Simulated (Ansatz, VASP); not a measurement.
# Two plane-wave programs on CaO

File POSCAR:

```
CaO
1.0
    0.0000000000      2.4065000000      2.4065000000
    2.4065000000      0.0000000000      2.4065000000
    2.4065000000      2.4065000000      0.0000000000
Ca O
1 1
Direct
    0.0000000000      0.0000000000      0.0000000000
    0.5000000000      0.5000000000      0.5000000000
```

Contents of INCAR.step1:

```
PREC = Accurate ; ENCUT = 600
ISMEAR = 0 ; SIGMA = 0.02
LREAL = False ; LASPH = True
NELM = 80 ; GGA = PE
ALGO = Normal ; EDIFF = 1E-4
LWAVE = True ; LCHARG = False
```

File INCAR.step2:

```
PREC = Accurate ; ENCUT = 600
EDIFF = 1E-6 ; ISMEAR = 0
SIGMA = 0.02 ; LREAL = False
LASPH = True ; NELM = 80
ALGO = Normal ; ISIF = 3
LWAVE = False ; LCHARG = False
METAGGA = R2SCAN ; LMIXTAU = True
IBRION = 2 ; NSW = 100
EDIFFG = -0.005 ; ISTART = 1
```

The input KPOINTS:

```
regular mesh
0
Gamma
  8 8 8
```

Input for Ansatz:

```yaml
crystal:
  lattice:
    - [0.0, 2.4065, 2.4065]
    - [2.4065, 0.0, 2.4065]
    - [2.4065, 2.4065, 0.0]
  atoms:
    - { symbol: Ca, position: [0.0, 0.0, 0.0] }
    - { symbol: O, position: [0.5, 0.5, 0.5] }
basis:
  ecutwfc: 500
kpoints:
  mp_grid: { grid: [8, 8, 8] }
hamiltonian:
  xc: r2scan
scf:
  occupations: { method: gaussian, width: 0.02 }
output:
  forces: true
  stress: true
  eigenvalues: true
relax:
  adjacent_minimum: "off"
  f_tol: 0.005
  max_steps: 80
  cell: { stress_tol: 0.05 }
```

Alike in both runs: task relaxation of cell and atoms; functional r2SCAN; k mesh 8 × 8 × 8; occupations gaussian, width 0.02 eV; no spin polarisation.

|  | VASP | Ansatz |
| --- | --- | --- |
| version | VASP 6.6.1 | Ansatz 0.2.0 |
| potentials or method | VASP PAW PBE potentials, release 64 (Ca_sv, O) | scalar-relativistic, plane waves, PAW |
| plane-wave cutoff (eV) | 600 | 500 |
| valence electrons in the cell | 16 | 16 |

|  | VASP | Ansatz | Ansatz less VASP |
| --- | --- | --- | --- |
| gap on the k mesh at the Fermi level, each at its own relaxed structure (eV) | 4.19 | 4.20 | +0.010 |
| relaxed volume (Å³/atom) | 13.89 | 13.78 | -0.107 |
| relaxed cell length with the largest relative difference (Å) | 3.399 | 3.390 | -0.0088 |

Caveats: the PAW data sets were made with another functional, which shifts forces and pressure a little (VASP). r2SCAN opens gaps a little over a GGA but as a rule still falls short of measured ones. A k mesh can miss the band edges.
